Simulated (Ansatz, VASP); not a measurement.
# InBi in two plane-wave programs, part 2 of 2

Wanted: the spread between two codes on one cell, functional and k mesh.

VASP 6.6.1 and Ansatz 0.2.0.

So far: Set-up; Ansatz: relaxation of cell and atoms, BLYP with D3(BJ); VASP: relaxation of cell and atoms, BLYP with D3(BJ).

## Step 3: VASP: relaxation of cell and atoms, BLYP with D3(BJ) (continued)

Level of this step: BLYP with D3(BJ); plane waves and PAW (In_d, Bi_d) (VASP).

Numbers of over 12 decimals in the logs are rounded to 6 here.

OUTCAR, selected parts (step 3):

```text
ion  position               nearest neighbor table
   1  0.000  0.000  0.000-   3 3.13   4 3.13   3 3.13   4 3.13   2 3.54   2 3.54   2 3.54   2 3.54
                             4 3.83   4 3.83   3 3.83   3 3.83
   2  0.500  0.500  0.000-   3 3.13   4 3.13   4 3.13   3 3.13   1 3.54   1 3.54   1 3.54   1 3.54
                             4 3.83   4 3.83   3 3.83   3 3.83
   3  0.000  0.500  0.393-   1 3.13   2 3.13   1 3.13   2 3.13   4 3.68   4 3.68   4 3.68   4 3.68
                             2 3.83   1 3.83   2 3.83   1 3.83
   4  0.500  0.000  0.607-   1 3.13   2 3.13   2 3.13   1 3.13   3 3.68   3 3.68   3 3.68   3 3.68
                             1 3.83   2 3.83   1 3.83   2 3.83

  LATTYP: Found a simple tetragonal cell.
 ALAT       =     5.0050000000
 C/A-ratio  =     0.9532467532

 Subroutine GETGRP returns: Found 16 space group operations
 (whereof  8 operations were pure point group operations)

The static configuration has the point symmetry D_2d.
 The point group associated with its full space group is D_4h.

 Found     18 irreducible k-points:

   k-points           NKPTS =     18   k-points in BZ     NKDIM =     18   number of bands    NBANDS=     34

   dimension x,y,z NGX =    40 NGY =   40 NGZ =   36
   dimension x,y,z NGXF=    80 NGYF=   80 NGZF=   72

   ENCUT  =  520.0 eV  38.22 Ry    6.18 a.u.   9.31  9.31  8.87*2*pi/ulx,y,z

   NELECT =      56.0000    total number of electrons

 k-points in reciprocal lattice and weights: Automatic mesh
   0.00000000  0.00000000  0.00000000       0.008
   0.20000000  0.00000000  0.00000000       0.032
   0.40000000  0.00000000  0.00000000       0.032
   0.20000000  0.20000000  0.00000000       0.032
   0.40000000  0.20000000  0.00000000       0.064
   0.40000000  0.40000000  0.00000000       0.032
   0.00000000  0.00000000  0.20000000       0.016
   0.20000000  0.00000000  0.20000000       0.064
   0.40000000  0.00000000  0.20000000       0.064
[...]
0.40000000  0.20000000  0.40000000       0.128
   0.40000000  0.40000000  0.40000000       0.064

 Edisp (eV)   -3.90462

 average (electrostatic) potential at core
       1 -94.0456       2 -94.0456       3-103.7587       4-103.7587

 E-fermi :   7.2809

 k-point     1 :       0.0000    0.0000    0.0000
  band No.  band energies     occupation
    ...
     23       2.8558      2.00000
     24       4.2458      2.00000
     25       4.2458      2.00000
     26       4.6779      2.00000
     27       5.4247      2.00000
     28       8.2424      0.00000
     29       8.5673      0.00000
     30       8.5673      0.00000
     31      10.6400      0.00000
     32      10.6400      0.00000
    ...

 k-point     2 :       0.2000    0.0000    0.0000
  band No.  band energies     occupation
    ...
     24       3.1305      2.00000
     25       4.5236      2.00000
     26       5.4081      2.00000
     27       6.7087      1.99998
     28       6.8936      1.99914
     29       7.8632      0.00002
     30       9.5609      0.00000
     31       9.5876      0.00000
     32      10.5074      0.00000
     33      10.8907      0.00000
    ...

 k-point     3 :       0.4000    0.0000    0.0000
  band No.  band energies     occupation
    ...
     24       2.8607      2.00000
     25       5.3220      2.00000
     26       5.5790      2.00000
     27       5.8951      2.00000
     28       6.5276      2.00000
     29       8.8848      0.00000
     30       9.1589      0.00000
     31       9.2979      0.00000
     32      10.4485      0.00000
     33      11.6017      0.00000
    ...

 Edisp (eV)   -3.90145

  Total       0.00398     0.00398     0.01030     0.00000     0.00000     0.00000
  in kB       0.05314     0.05314     0.13754     0.00000     0.00000     0.00000
  external pressure =        0.08 kB  Pullay stress =        0.00 kB

  energy-cutoff  :      520.00
  volume of cell :      119.96
      direct lattice vectors                 reciprocal lattice vectors
     4.961927148  0.000000000  0.000000000     0.201534599  0.000000000  0.000000000
     0.000000000  4.961927148 -0.000000000     0.000000000  0.201534599 -0.000000000
     0.000000000  0.000000000  4.872348749     0.000000000  0.000000000  0.205239824

 POSITION                                       TOTAL-FORCE (eV/Angst)
 -----------------------------------------------------------------------------------
      0.00000      0.00000      4.87235        -0.000000     -0.000000      0.000000
      2.48096      2.48096     -0.00000         0.000000      0.000000      0.000000
      4.96193      2.48096      1.93052        -0.000000      0.000000      0.000396
      2.48096      0.00000      2.94183         0.000000     -0.000000     -0.000396
 -----------------------------------------------------------------------------------
    total drift:                               -0.000000     -0.000000      0.000000

  FREE ENERGIE OF THE ION-ELECTRON SYSTEM (eV)
  ---------------------------------------------------
  free  energy   TOTEN  =       -13.8880200003 eV

  energy  without entropy=      -13.8802507186  energy(sigma->0) =      -13.88413536

 reached required accuracy - stopping structural energy minimisation

 total charge
# of ion       s       p       d       tot
------------------------------------------
    1        1.018   0.502   9.859  11.380
    2        1.018   0.502   9.859  11.380
    3        1.542   1.378   9.915  12.835
    4        1.542   1.378   9.915  12.835
--------------------------------------------------
tot          5.121   3.762  39.548  48.431

[... 3 further parts left out ...]
```

CONTCAR:

```
InBi
   1.00000000000000
     4.9619271476123226    0.0000000000000000    0.0000000000000000
     0.0000000000000000    4.9619271476123226   -0.0000000000000000
     0.0000000000000000    0.0000000000000000    4.8723487494667319
  In              Bi
     2     2
Direct
     0.0000000000000000    0.0000000000000000    1.0000000000000000
     0.5000000000000000    0.5000000000000000    0.0000000000000000
     1.0000000000000000    0.5000000000000000    0.3962200923316336
     0.5000000000000000    0.0000000000000000    0.6037799076683663
```

Dispersion corrections of this kind ignore metallic screening and tend to overbind metals. The run keeps the 16 symmetry operations of its start, so it cannot find a distortion of lower symmetry.

## Step 4: Comparison

Known differences besides the potentials themselves: both relaxations stop at a tolerance, which leaves soft axes loose, and VASP keeps its plane-wave basis; the cutoff is 420 eV in Ansatz and 520 eV in VASP; Ansatz makes its cores anew for this functional, VASP keeps those of its PBE data sets; VASP leaves aspherical gradient terms in its spheres out (LASPH is not set), Ansatz keeps them; VASP's log shows a relativistic correction to its local exchange, Ansatz's none; Ansatz adds a Pulay correction to the stress that steers its cell, VASP none. Total energies have different zeros and are not compared.

The two programs side by side:

| quantity | Ansatz | VASP | difference |
| --- | --- | --- | --- |
| volume (Å³) | 119.80 | 119.96 | -0.14 % |
| edge a after relaxation, in the typed setting (Å) | 4.958 | 4.962 | -0.07 % |
| edge c after relaxation, in the typed setting (Å) | 4.873 | 4.872 | +0.01 % |

The walks stopped with 0.00 GPa left in Ansatz and 0.01 GPa in VASP; each walk ends within a tolerance, so the volume difference is uncertain by about these residues over the bulk modulus, most in soft cells.

## Step 5: Results

```yaml
difference_in_volume_relaxation_of_cell_and_atoms_blyp_with_d3_bj: -0.14 %
```

**Reading.** The difference in volume is -0.14 % (relaxation of cell and atoms, BLYP with D3(BJ)), within the 1.2 % picked in this series as the mark of a large difference, as far as the stopping tolerances let one tell. Such differences can come from data sets, numerical settings and the points named under the comparisons, not from the functional's error against experiment.

[Lines on the potential files, build, host, timing and source positions are cut from VASP's logs without a mark.]

[Logs are printed without paths, hosts, clocks, repeated set-up lines and the standing remarks that a program may print on its own settings, such as how far it seeks lower states.]

[Hosts, paths, dates, database ids (printed as entryN), source tags and the programs' standing remarks are cut or masked in the printed files.]
